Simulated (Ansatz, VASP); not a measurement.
**One calculation of CdSe (Cadmoselite), two programs**

The input INCAR:

```
PREC = Accurate
ENCUT = 520
EDIFF = 1E-6
ISMEAR = -1
SIGMA = 0.05
LREAL = False
LASPH = True
NELM = 60
ALGO = Normal
ISIF = 2
LWAVE = False
LCHARG = False
GGA = PS
NBANDS = 26
```

The input KPOINTS:

```
regular mesh
0
Gamma
  7 7 4
```

File POSCAR:

```
CdSe
1.0
    4.3000000000      0.0000000000      0.0000000000
   -2.1500000000      3.7239092363      0.0000000000
    0.0000000000      0.0000000000      7.0200000000
Cd Se
2 2
Direct
    0.6666666667      0.3333333333      0.5000000000
    0.3333333333      0.6666666667      0.0000000000
    0.6666666667      0.3333333333      0.8850000000
    0.3333333333      0.6666666667      0.3850000000
```

Contents of input.yaml:

```yaml
crystal:
  lattice:
    - [4.3, 0.0, 0.0]
    - [-2.15, 3.7239092363, 0.0]
    - [0.0, 0.0, 7.02]
  atoms:
    - { symbol: Cd, position: [0.6666666667, 0.3333333333, 0.5] }
    - { symbol: Cd, position: [0.3333333333, 0.6666666667, 0.0] }
    - { symbol: Se, position: [0.6666666667, 0.3333333333, 0.885] }
    - { symbol: Se, position: [0.3333333333, 0.6666666667, 0.385] }
kpoints:
  mp_grid: { grid: [7, 7, 4] }
  band_path:
    path:
      - [0.0, 0.0, 0.0]
      - [0.5, 0.0, 0.0]
      - [0.3333333333, 0.3333333333, 0.0]
      - [0.0, 0.0, 0.0]
      - [0.0, 0.0, 0.5]
      - [0.5, 0.0, 0.5]
      - [0.3333333333, 0.3333333333, 0.5]
      - [0.0, 0.0, 0.5]
    npoints: 12
scf:
  occupations: { method: fermi_dirac, width: 0.05 }
hamiltonian:
  xc: pbesol
  pseudopotentials: { kind: all_electron, lapw: { basis_error: 0.002 } }
output:
  forces: true
  stress: true
  eigenvalues: true
```

Alike in both runs: functional PBEsol; k mesh 7 × 7 × 4; occupations fermi-dirac, width 0.05 eV; no spin polarisation.

|  | VASP | Ansatz |
| --- | --- | --- |
| version | VASP 6.6.1 | Ansatz 0.2.0 |
| potentials or method | VASP PAW PBE potentials, release 64 (Cd, Se) | all-electron LAPW, scalar-relativistic |
| plane-wave cutoff (eV) | 520 | see its input |
| task | single point | band structure |

Ansatz gave:

```
gap on the k mesh at the Fermi level (eV)       : 0.58
least direct gap on the mesh (eV)               : 0.58
pressure (GPa)                                  : 0.2
largest component of the traceless stress (GPa) : 1.22
rms of the force components (eV/Å)              : 0.153
```

Task: Estimate VASP's values.

Result: gap on the k mesh at the Fermi level (eV): 0.58; least direct gap on the mesh (eV): 0.58; pressure (GPa): 0.5; largest component of the traceless stress (GPa): 1.27; rms of the force components (eV/Å): 0.159.

Atom by atom the forces differ by 0.005 eV/Å (rms over components). Ansatz ran all-electron here, so the differences hold the error of VASP's frozen core and of both bases.

Caveats: the PAW data sets were made with another functional, which shifts forces and pressure a little (VASP). Expect the measured gap to be larger: semilocal functionals such as PBEsol lack the derivative discontinuity.
